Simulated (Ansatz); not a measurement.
Computed with DFT PBE, scalar-relativistic, plane waves, PAW in Ansatz. All cells share a 420 eV cutoff and Γ-centred k meshes spaced at most about 0.3 Å⁻¹ (about 0.25 or finer for metals, 2π included). No spin polarisation.

Formation energies are uncorrected and refer to the elements' standard structures at the same level.

Temperature and zero-point effects are left out. Only the structures computed here compete, so a lower one can exist. Spin–orbit coupling, which can matter for I, is left out. An odd number of electrons in the primitive cell allows no gap without spin; a larger cell or a magnetic state could open one. The reference form of I is held partly by dispersion forces, which this level lacks.

A search for Mg₂I gave 4 distinct relaxed structures. Coordination counts I atoms around Mg (those within 1.25 times the shortest such distance or 1.15 times the sum of covalent radii). Cells relaxed within their symmetry can be saddle points.

**Question.** Which structure of Mg₂I came out lowest?

**Answer.** The one with the anti-cadmium chloride type, space group R-3m (No. 166), reached from: anti-cadmium chloride type (R-3m). It has a = 3.964 Å, c = 19.583 Å, 29.6 Å³/atom, no gap on the mesh. Around Mg lie 3 Mg at 3.07 Å and 3 I at 3.20 Å; around I lie 6 Mg at 3.20 Å. Its energy over the elements is −0.21 eV/atom. A negative formation energy is needed for stability but isn't enough: competing phases decide. An observed structure of this formula, if there is one, may be missing.

```yaml
crystal:
  lattice:
    - [1.98192, 1.14426, 6.52769]
    - [-1.98192, 1.14426, 6.52769]
    - [0.00000, -2.28852, 6.52769]
  atoms:
    - { symbol: Mg, position: [0.78101, 0.78101, 0.78101] }
    - { symbol: Mg, position: [0.21899, 0.21899, 0.21899] }
    - { symbol: I, position: [0.00000, 0.00000, 0.00000] }
```

**Question.** How much higher is the P4/mmm structure with 46.4 Å³/atom and coordination Mg 2 (reached from: random cell)?

**Answer.** 0.55 eV/atom. It has no gap on its mesh.

**Question.** How much higher is the Pnnm structure with 34.5 Å³/atom and coordination Mg 3 (reached from: anti-CaCl2 type (Pnnm))?

**Answer.** 257 meV/atom. It has no gap on its mesh.

Some candidate types were left out of the draw beforehand, so a known form may be missing.
